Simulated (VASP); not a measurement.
# ZrC (Fm-3m) in VASP: phonons with LDA

Aim: the phonons of ZrC with LDA.

Everything below comes from runs of VASP 6.6.1. Logs are shortened: lines on timing, memory, paths and dates and some standing lists are left out, and cuts for length are marked.

## 1. Starting point

It takes space group Fm-3m (No. 225, cubic). Conventional cell: a = 4.642 Å, b = 4.642 Å, c = 4.642 Å, α = 90.00°, β = 90.00°, γ = 90.00°. Zr (site symmetry m-3m) has 6 C at 2.32 Å as nearest neighbours. Around C (site symmetry m-3m) lie 6 Zr at 2.32 Å.

## 2. Phonons, LDA

Input file INCAR:

```
  PREC = Accurate
  ENCUT = 520
  EDIFF = 1E-8
  ISMEAR = -1
  SIGMA = 0.15
  LREAL = F
  LASPH = T
  NELM = 100
  ALGO = Normal
  ISIF = 2
  LWAVE = F
  LCHARG = F
  IBRION = 8
  NSW = 1
```

Input file KPOINTS:

```
Automatic mesh
0
Gamma
  16 16 16
```

Input file POSCAR:

```
ZrC
1.0
    0.0000000000      2.3209061361      2.3209061361
    2.3209061361      0.0000000000      2.3209061361
    2.3209061361      2.3209061361      0.0000000000
Zr C
1 1
Direct
    0.5000000000      0.5000000000      0.5000000000
    0.0000000000      0.0000000000      0.0000000000
```

Potentials or basis: VASP PAW LDA potentials, release 64 (Zr_sv, C).

Run with:

```
$ cat potpaw_LDA.64/Zr_sv/POTCAR potpaw_LDA.64/C/POTCAR > POTCAR
$ mpirun -np 1 vasp_std > vasp.out
```

OUTCAR:

```text
PREC = Accurate
   ENCUT = 520
   EDIFF = 1E-8
   ISMEAR = -1
   LREAL = F
   LASPH = T
   NELM = 100
   ISIF = 2
   IBRION = 8
   NSW = 1

 ion  position               nearest neighbor table
   1  0.500  0.500  0.500-   2 2.32   2 2.32   2 2.32   2 2.32   2 2.32   2 2.32
   2  0.000  0.000  0.000-   1 2.32   1 2.32   1 2.32   1 2.32   1 2.32   1 2.32

  LATTYP: Found a face centered cubic cell.
 ALAT       =     4.6418122722

  Lattice vectors:

 A1 = (   0.0000000000,   2.3209061361,   2.3209061361)
 A2 = (   2.3209061361,   0.0000000000,   2.3209061361)
 A3 = (   2.3209061361,   2.3209061361,   0.0000000000)

Analysis of symmetry for initial positions (statically):
=====================================================================
 Subroutine PRICEL returns:
 Original cell was already a primitive cell.

 Routine SETGRP: Setting up the symmetry group for a
 face centered cubic supercell.

 Subroutine GETGRP returns: Found 48 space group operations
 (whereof 48 operations were pure point group operations)
 out of a pool of 48 trial point group operations.

The static configuration has the point symmetry O_h .

Analysis of symmetry for dynamics (positions and initial velocities):
=====================================================================
 Subroutine PRICEL returns:
 Original cell was already a primitive cell.

 Routine SETGRP: Setting up the symmetry group for a
 face centered cubic supercell.

 Subroutine GETGRP returns: Found 48 space group operations
 (whereof 48 operations were pure point group operations)
 out of a pool of 48 trial point group operations.

The dynamic configuration has the point symmetry O_h .

 Subroutine INISYM returns: Found 48 space group operations
 (whereof 48 operations are pure point group operations),
 and found     1 'primitive' translations

----------------------------------------------------------------------------------------

                                     Primitive cell

  volume of cell :      25.0036

  direct lattice vectors                    reciprocal lattice vectors
     0.000000000  2.320906136  2.320906136    -0.215433098  0.215433098  0.215433098
     2.320906136  0.000000000  2.320906136     0.215433098 -0.215433098  0.215433098
     2.320906136  2.320906136  0.000000000     0.215433098  0.215433098 -0.215433098

  length of vectors
     3.282256935  3.282256935  3.282256935     0.373141072  0.373141072  0.373141072

  position of ions in fractional coordinates (direct lattice)
     0.500000000  0.500000000  0.500000000
     0.000000000  0.000000000  0.000000000

  ion indices of the primitive-cell ions
   primitive index   ion index
                 1           1
                 2           2

----------------------------------------------------------------------------------------

 KPOINTS: Automatic mesh

Automatic generation of k-mesh.
 Grid dimensions read from file:
 generate k-points for:   16   16   16

 Generating k-lattice:

  Cartesian coordinates                     Fractional coordinates (reciprocal lattice)
    -0.013464569  0.013464569  0.013464569     0.062500000  0.000000000  0.000000000
     0.013464569 -0.013464569  0.013464569     0.000000000  0.062500000  0.000000000
     0.013464569  0.013464569 -0.013464569     0.000000000  0.000000000  0.062500000

  Length of vectors
     0.023321317  0.023321317  0.023321317

  Shift w.r.t. Gamma in fractional coordinates (k-lattice)
[... 83 lines left out ...]
 non-spin polarized calculation
  energy-cutoff  :      520.00
  volume of cell :       25.00
 maximum number of plane-waves:       692
   NGX = 13   NGY = 13   NGZ = 13

--------------------------------------- Ionic step        1  -------------------------------------------

 number of electron      16.0000000 magnetization

 Free energy of the ion-electron system (eV)
  ---------------------------------------------------
  ext. energy  EPLUGINS =         0.00000000
  ---------------------------------------------------
  free energy    TOTEN  =       -21.28943464 eV

  energy without entropy =      -21.26485956  energy(sigma->0) =      -21.27714710

 E-fermi :   9.8905     XC(G=0): -12.5427

 val. band max:        9.8523391145   @ k =   0.3750   0.3125   0.0000
 cond. band min:       9.9372233871   @ k =   0.4375   0.4375   0.0000
 fundamental gap:      0.0848842726
 Fermi energy:         9.8905128641

 k-point     1 :       0.0000    0.0000    0.0000
  band No.  band energies     occupation
      1     -37.7725      2.00000
      2     -15.6041      2.00000
      3     -15.6041      2.00000
      4     -15.6041      2.00000
      5      -1.3916      2.00000
      6      10.8391      0.00358
      7      10.8391      0.00358
      8      10.8391      0.00358
      9      10.9380      0.00185
     10      10.9380      0.00185
     11      10.9380      0.00185
     12      12.7954      0.00000
[... 331 lines left out ...]
 k-point    24 :      -0.0625    0.0625    0.0000
  band No.  band energies     occupation
      1     -37.7603      2.00000
      2     -15.7026      2.00000
      3     -15.6301      2.00000
      4     -15.6058      2.00000
      5      -1.1397      2.00000
      6       9.4725      1.88391
      7       9.6804      1.60454
      8       9.8097      1.26296
      9      11.0875      0.00068
     10      11.7540      0.00001
     11      11.8427      0.00000
     12      13.4535      0.00000

 [... further k-points ...]

------------------------ aborting loop because EDIFF is reached ----------------------------------------

  FORCE on cell =-STRESS in cart. coord.  units (eV):
  Direction    XX          YY          ZZ          XY          YZ          ZX
  --------------------------------------------------------------------------------------
  -------------------------------------------------------------------------------------
  Total        0.1024018      0.1024018      0.1024018      0.0000000      0.0000000      0.0000000
  in kB        6.5616833      6.5616833      6.5616833      0.0000000      0.0000000      0.0000000
  external PRESSURE =       6.5616833 kB  Pullay stress =       0.0000000 kB

 VOLUME and BASIS-vectors are now :
 -----------------------------------------------------------------------------
  energy-cutoff  :      520.00
  volume of cell :       25.00
      direct lattice vectors                 reciprocal lattice vectors
     0.000000000  2.320906136  2.320906136    -0.215433098  0.215433098  0.215433098
     2.320906136  0.000000000  2.320906136     0.215433098 -0.215433098  0.215433098
     2.320906136  2.320906136  0.000000000     0.215433098  0.215433098 -0.215433098

 POSITION                                       TOTAL-FORCE (eV/Angst)
 -----------------------------------------------------------------------------------
      2.32091      2.32091      2.32091        -0.000000     -0.000000      0.000000
      0.00000      0.00000      0.00000         0.000000      0.000000      0.000000
 -----------------------------------------------------------------------------------
    total drift:                                0.000000     -0.000000      0.000000

  FREE ENERGIE OF THE ION-ELECTRON SYSTEM (eV)
  ---------------------------------------------------
  free  energy   TOTEN  =       -21.2894346441 eV

  energy  without entropy=      -21.2648595621  energy(sigma->0) =      -21.27714710

[... ionic steps 2 to 3 ...]

--------------------------------------- Ionic step        4  -------------------------------------------

------------------------ aborting loop because EDIFF is reached ----------------------------------------

[... ionic steps 5 to 6 ...]

--------------------------------------- Ionic step        7  -------------------------------------------

 Free energy of the ion-electron system (eV)
  ---------------------------------------------------
  ---------------------------------------------------
  free energy    TOTEN  =        -0.11855520 eV

  energy without entropy =       -0.11855520

------------------------ aborting loop because EDIFF is reached ----------------------------------------

 INTERNAL STRAIN TENSOR  FOR ION    2  DIRECTION 1   (eV/Angst):
 -----------------------------------------------------------------------------
     0.00749 -0.00000  0.00000
    -0.00000 -0.00476  0.00000
     0.00000  0.00000 -0.00476

 INTERNAL STRAIN TENSOR FOR ION    2 for displacements in x,y,z  (eV/Angst):
          X           Y           Z          XY          YZ          ZX
  --------------------------------------------------------------------------------
  x     0.00000     0.00000     0.00000     0.00000     0.00000     0.00000
  y     0.00000     0.00000     0.00000     0.00000     0.00000     0.00000
  z     0.00000     0.00000     0.00000     0.00000     0.00000     0.00000

 SECOND DERIVATIVES (NOT SYMMETRIZED)
 ------------------------------------
               1X          1Y          1Z          2X          2Y          2Z
  1X    -8.035413    0.000000    0.000000    8.035413    0.000000    0.000000
  1Y     0.000000   -8.035413    0.000000    0.000000    8.035413    0.000000
  1Z     0.000000    0.000000   -8.035413    0.000000    0.000000    8.035413
  2X     7.995662    0.000000    0.000000   -7.995662    0.000000    0.000000
  2Y     0.000000    7.995662    0.000000    0.000000   -7.995662    0.000000
  2Z     0.000000    0.000000    7.995662    0.000000    0.000000   -7.995662

 Eigenvectors and eigenvalues of the dynamical matrix
 ----------------------------------------------------

   1 f  =   13.572911 THz    85.281114 2PiTHz  452.743574 cm-1    56.133024 meV
             X         Y         Z           dx          dy          dz
      2.320906  2.320906  2.320906     0.000000    0.341844    0.000000
      0.000000  0.000000  0.000000     0.000000   -0.939757    0.000000
[... 21 lines left out ...]
   6 f/i=    0.010812 THz     0.067933 2PiTHz    0.360646 cm-1     0.044714 meV
             X         Y         Z           dx          dy          dz
      2.320906  2.320906  2.320906     0.000000    0.000000    0.939757
      0.000000  0.000000  0.000000     0.000000    0.000000    0.341844

--------------------------------------------------------------------------------------------------------

 ELASTIC MODULI CONTR FROM IONIC RELAXATION (kBar)
 Direction    XX          YY          ZZ          XY          YZ          ZX
 --------------------------------------------------------------------------------
 XX           0.0000      0.0000      0.0000      0.0000      0.0000      0.0000
 YY           0.0000      0.0000      0.0000      0.0000      0.0000      0.0000
 ZZ           0.0000      0.0000      0.0000      0.0000      0.0000      0.0000
 XY           0.0000      0.0000      0.0000      0.0000      0.0000      0.0000
 YZ           0.0000      0.0000      0.0000      0.0000      0.0000      0.0000
 ZX           0.0000      0.0000      0.0000      0.0000      0.0000      0.0000
 --------------------------------------------------------------------------------
```

Run time: 3.3 min. Hardware: 1 thread of Intel Xeon Platinum 8488C (Sapphire Rapids), shared host; peak memory 0.34 GiB.

Results:

- Highest phonon frequency at Γ, LO-TO splitting left out: 453 cm⁻¹

Phonon frequencies in cm⁻¹ (negative: imaginary):
| q point | frequencies |
| --- | --- |
| (0.000, 0.000, 0.000) | 0 0 0 453 453 453 |
